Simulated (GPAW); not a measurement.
Write an ASE script for GPAW 26.7.0 that does the following.

| Quantity | Value |
| --- | --- |
| Task | equation of state |
| Functional | revPBE |
| Potentials or basis | the program's PAW data sets (release 1.2.1) made for this functional |
| Cutoff | 600 eV |
| Basis | pw |
| k mesh | 7 × 7 × 7 |
| Occupations | fermi-dirac, width 0.05 eV |
| Spin | no spin polarisation |
| Maxiter | 150 |
| Eos scales | [0.94, 0.96, 0.98, 1.0, 1.02, 1.04, 1.06] |

The structure of ZnS lies in ZnS.xyz:

```xyz
2
Lattice="0.0000000000 2.7020000000 2.7020000000 2.7020000000 0.0000000000 2.7020000000 2.7020000000 2.7020000000 0.0000000000" Properties=species:S:1:pos:R:3 pbc="T T T"
Zn     4.0530000000      4.0530000000      4.0530000000
S      0.0000000000      0.0000000000      0.0000000000
```

These files were run (other wordings do the same):

run.py

```python
from ase.eos import EquationOfState
from ase.io import Trajectory, read
from ase.units import GPa
from gpaw import GPAW, PW

atoms = read('ZnS.xyz')

traj = Trajectory('eos.traj', 'w')
volumes, energies = [], []
for x in [0.94, 0.96, 0.98, 1.0, 1.02, 1.04, 1.06]:
    a = atoms.copy()
    a.set_cell(atoms.cell * x**(1 / 3), scale_atoms=True)
    calc = GPAW(mode=PW(600),
                xc='revPBE',
                kpts={'size': (7, 7, 7), 'gamma': True},
                occupations={'name': 'fermi-dirac', 'width': 0.05},
                nbands=18,
                convergence={'density': 1e-05, 'energy': 1e-05},
                maxiter=150,
                txt=f'eos-{x:.2f}.txt')
    a.calc = calc
    energies.append(a.get_potential_energy(force_consistent=True))
    volumes.append(a.get_volume())
    p = -a.get_stress()[:3].mean() / GPa
    calc.write(f'eos-{x:.2f}.gpw')
    traj.write(a)
    print(f'{x:.2f} {volumes[-1]:10.4f} A^3 {energies[-1]:14.6f} eV {p:9.3f} GPa', flush=True)

v0, e0, B = EquationOfState(volumes, energies, eos='birchmurnaghan').fit()
print(f'V0 = {v0:.4f} A^3, E0 = {e0:.6f} eV, B0 = {B / GPa:.2f} GPa')
```

Potentials or basis: the program's PAW data sets (release 1.2.1) made for this functional, pw.

Command:

```bash
$ OMP_NUM_THREADS=1 python run.py
```

Results of the run:

```json
{
  "Equilibrium volume": "20.78 Å³/atom",
  "Bulk modulus": "64 GPa",
  "Pressure derivative of the bulk modulus": "4.4"
}
```

It took 60 s on 1 thread of Intel(R) Xeon(R) Platinum 8488C (Sapphire Rapids), with other jobs on the host, peak memory 0.22 GiB.
